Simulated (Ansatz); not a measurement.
Input and command of a calculation in Ansatz (plane waves; scalar-relativistic PAW potentials unless the input names others):

```yaml
crystal:
  lattice:
    - [3.9531091714, 0.0, 0.0]
    - [-1.9765545857, 3.4234929663, 0.0]
    - [0.0, 0.0, 4.9982204167]
  atoms:
    - { symbol: Sn, position: [0.0, 0.0, 0.0] }
    - { symbol: S, position: [0.6666666667, 0.3333333333, 0.2548559188] }
    - { symbol: S, position: [0.3333333333, 0.6666666667, 0.7451440812] }
kpoints:
  mp_grid: { grid: [12, 12, 6] }
hamiltonian:
  xc: pbe
  dispersion: d3bj
scf:
  occupations: { method: gaussian, width: 0.05 }
output:
  forces: true
  eigenvalues: true
  stress: true
accuracy: high
```

```bash
ansatz run input.yaml --threads 1 --pin off --max-ram 2560MiB --backend cpu --events-out ev --progress --plain --runs-dir out
```

Abridged log:
```
Basis set: ecut = 420 eV, 1325 PW (Γ), exchange–correlation on 64×64×80 points (8 copies of the dense FFT grid, shifted against one another)
Bands: 17, of which v1, the nominal top of the filled ones, is band 13 counted from 1 (12 counted from 0)
Symmetry: 12 space group operations
k-points: 100 of 864
SCF iter   1: F=—  HF=-7830.036067 eV  |F-HF|=—  |Δ(HF+E_count)|=         —  Δρ=2.08e-3  dr2=3.33e-3  ethr=1.77e-3  ⟨swp⟩=6.2  Hψ=9918  notcnv=0
SCF iter   2: F=—  HF=-7830.034813 eV  |F-HF|=—  |Δ(HF+E_count)|=   1.25e-3  Δρ=1.01e-3  dr2=7.66e-4  ethr=1.28e-5  ⟨swp⟩=2.5  Hψ=3673  notcnv=0
SCF iter   3: F=—  HF=-7830.034853 eV  |F-HF|=—  |Δ(HF+E_count)|=   4.06e-5  Δρ=3.21e-4  dr2=4.89e-5  ethr=2.95e-6  ⟨swp⟩=2.1  Hψ=2976  notcnv=0
SCF iter   4: F=—  HF=-7830.034830 eV  |F-HF|=—  |Δ(HF+E_count)|=   2.27e-5  Δρ=1.24e-4  dr2=8.47e-6  ethr=1.88e-7  ⟨swp⟩=2.8  Hψ=2784  notcnv=0
SCF iter   5: F=—  HF=-7830.034835 eV  |F-HF|=—  |Δ(HF+E_count)|=   4.58e-6  Δρ=2.80e-5  dr2=5.37e-7  ethr=3.26e-8  ⟨swp⟩=2.0  Hψ=3001  notcnv=0
SCF iter   6: F=-7830.034835 eV  HF=-7830.034835 eV  |F-HF|=1.50e-8  |Δ(HF+E_count)|=   3.25e-7  Δρ=7.37e-6  dr2=3.53e-8  ethr=3.85e-10  ⟨swp⟩=6.0  Hψ=8059  notcnv=0
SCF iter   7: F=—  HF=-7830.034835 eV  |F-HF|=—  |Δ(HF+E_count)|=   2.85e-8  Δρ=9.48e-7  dr2=7.88e-10  ethr=1.36e-10  ⟨swp⟩=2.0  Hψ=2978  notcnv=0
SCF iter   8: F=-7830.034835 eV  HF=-7830.034835 eV  |F-HF|=1.27e-11  |Δ(HF+E_count)|=  7.37e-10  Δρ=1.74e-7  dr2=2.73e-11  ethr=1.00e-12  ⟨swp⟩=5.3  Hψ=9035  notcnv=0
SCF 1 converged in 8 iterations: F = -7830.034835 eV  dr2 = 2.73e-11
SCF converged after 8 iterations
Free energy (F): -7830.034835 eV
Harris-Foulkes:  -7830.034835 eV  (|F-HF|=1.27e-11)
Internal energy: -7830.034715 eV  (E = F + TS)
E sigma→0 (E₀):  -7830.034775 eV
Entropy (-TS):   -0.000121 eV (-0.040 meV/atom)
Fermi energy:    7.681681 eV
  E_disp       = -0.990787  (pairwise vdW)
--- Forces (eV/Å), atoms counted from 1 ---
  atom   1  Sn     0.00000000     0.00000000     0.00000000
  atom   2  S      0.00000000     0.00000000     0.71952999
  atom   3  S      0.00000000     0.00000000    -0.71952999
--- Stress (GPa, compression-positive) ---
       -4.688518       0.000000       0.000000
        0.000000      -4.688518       0.000000
        0.000000       0.000000       4.715633
  P = ⅓ Tr σ = -1.5538 GPa (-15.538 kbar)
```

Apart from outputs and empty bands, the input differs from a reference run on usual settings in accuracy: not typed → "high"; basis.ecutwfc: 420 → not typed. The reference, at the same geometry (not necessarily relaxed), gave pressure -1.55 GPa, largest force 0.720 eV/Å, gap on the mesh 0.07 eV. This run converged in 8 SCF iterations (reference: 6) with an energy at zero smearing within 0.01 meV/atom of the reference's, pressure -1.55 GPa, largest force 0.720 eV/Å, gap on the mesh 0.07 eV.

Time: 7.4 s on 1 thread of Intel(R) Xeon(R) Platinum 8259CL CPU @ 2.50GHz (Skylake/Cascade Lake) (shared host), peak memory 0.46 GiB.